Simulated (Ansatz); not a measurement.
Runs of Ansatz 0.2.0 on Sn. Symmetry: Im-3m, No. 229, cubic system. The conventional cell has a = 3.789 Å, b = 3.789 Å, c = 3.789 Å, α = 90.00°, β = 90.00°, γ = 90.00°. Sn (site symmetry m-3m) has 8 Sn at 3.28 Å as nearest neighbours. This isn't the form of Sn at room conditions, which is tetragonal (white tin).

```tsv
task	spin	cell	points for each segment of the path	gap on the mesh (eV)	pressure (GPa)	relaxed volume (Å³/atom)
relaxation of cell and atoms	off	relaxed	-	none	0.0	25.65
relaxation of cell and atoms	SOC, no magnetisation	relaxed	-	none	0.0	(a)
band structure	SOC, no magnetisation	as given	14	none	-3.2	-
band structure	off	as given	14	none	-3.2	-
```

Alike in all rows: level LDA; potentials or basis Ansatz PAW; k mesh 7 × 7 × 7; cutoff (eV) 420; smearing fermi-dirac 0.05 eV.

Q: Estimate the missing entries.

A: (a) 25.64.

Caveats: the PAW data sets come from PBE, with cores solved anew for the run's functional, which leaves a small shift of forces and pressure; the plane-wave basis is chosen anew once the cell has moved, so the energies of steps on either side of that aren't comparable (some runs); spin-orbit coupling is left out, which moves the levels of the heavy elements (some runs).

A k mesh can miss the band edges, and rows without SOC leave out spin-orbit coupling on Sn.

A gap of «none» marks a metal or a gap under the smearing width.
